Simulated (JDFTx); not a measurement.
**CaSe under changes of volume**

One of the cells (25.829 Å³/atom); the others are scaled copies at fixed shape and fractional positions:

```
Se Ca
1.0
     0.00000    2.95600    2.95600
     2.95600    0.00000    2.95600
     2.95600    2.95600    0.00000
Se Ca
1 1
Direct
  0.50000 0.50000 0.50000
  0.00000 0.00000 0.00000
```

| Quantity | Value |
| --- | --- |
| Program | JDFTx 1.7.0 (patched build) |
| Functional | PBEsol |
| Potentials or basis | PseudoDojo-SR-PBEsol-0.4.1-standard with smoothed tails |
| Cutoff | 1170 eV |
| Density cutoff | 9361 eV |
| k mesh | 8 × 8 × 8 |
| Occupations | fermi-dirac, width 0.05 eV |
| Spin | no spin polarisation |

```csv
volume (Å³/atom),energy over the lowest point (meV/atom),pressure (GPa),gap on the mesh (eV)
24.280,6.34,2.2,1.77
24.796,?,?,?
25.313,0.00,-0.2,1.89
25.829,2.10,-1.1,1.94
26.346,7.26,-2.0,1.99
26.863,15.16,-2.9,2.03
27.379,25.54,-3.6,2.07
```

Task: What does the run at 24.796 Å³/atom give?

Result: Energy over the lowest point 1.29 meV/atom; pressure 1.0 GPa; gap on the mesh 1.83 eV.

Worked out: A Birch-Murnaghan fit of order 3 (a polynomial in V^(-2/3)) to the other rows has its minimum at 25.24 Å³/atom with B0 = V·E''(V) = 52 GPa and B' = 4.1. It gives 1.29 meV/atom at 24.796 Å³/atom, against the run's 1.29, and -dE/dV = 1.0 GPa, against 1.0. A parabola through the other rows of the gap, of slope 2.86 eV per unit of ln V there, gives 1.83 eV, against the run's 1.83.

Energies are extrapolated to zero smearing.

A mesh can miss the band edges. Spin-orbit coupling on Se is left out.
